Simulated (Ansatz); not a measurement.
Computed with Ansatz on PBE0-D4/def2-TZVP structures; ΔE is electronic, products minus reactants. CCSD(T)/CBS adds triple-zeta CCSD(T) − MP2 to the extrapolated MP2 energy (def2 sets, frozen cores). DFT in def2-TZVPP. Each species was taken in one conformer, which may not be the lowest.

Consider the formal exchange of groups at the Al–O bond: `CC(C)(C)[O][AlH2]` + `C=CC` → `C=[C](C)[AlH2]` + `CC(C)(C)O`.

```tsv
level	ΔE (eV)
r2SCANh-D4	1.43
BLYP	1.43
LC-ωPBE	1.40
MP2/def2-SVP	1.48
```

(1) What does CCSD(T)/CBS give? (Estimate.)

Largest T1 diagnostic among the species: 0.011.

Results:

(1) Computed: +1.42 eV. The listed levels differ from it by 0.01, 0.01, -0.02, 0.06 eV.

In def2-TZVPP, CCSD(T) changes the Hartree–Fock value by −0.08 eV (the triples alone add −0.02 eV) and MP2 by −0.07 eV. From BLYP to BHLYP (50 % exact exchange), in def2-TZVPP and without D4, ΔE moves by +0.05 eV. At CCSD(T), def2-SVP lies +0.06 eV from the extrapolated value and def2-TZVPP +0.00 eV.

CCSD(T)/CBS has its own doubt, a few kJ/mol and more with outer-core shells, so smaller differences from it don't rank the levels.
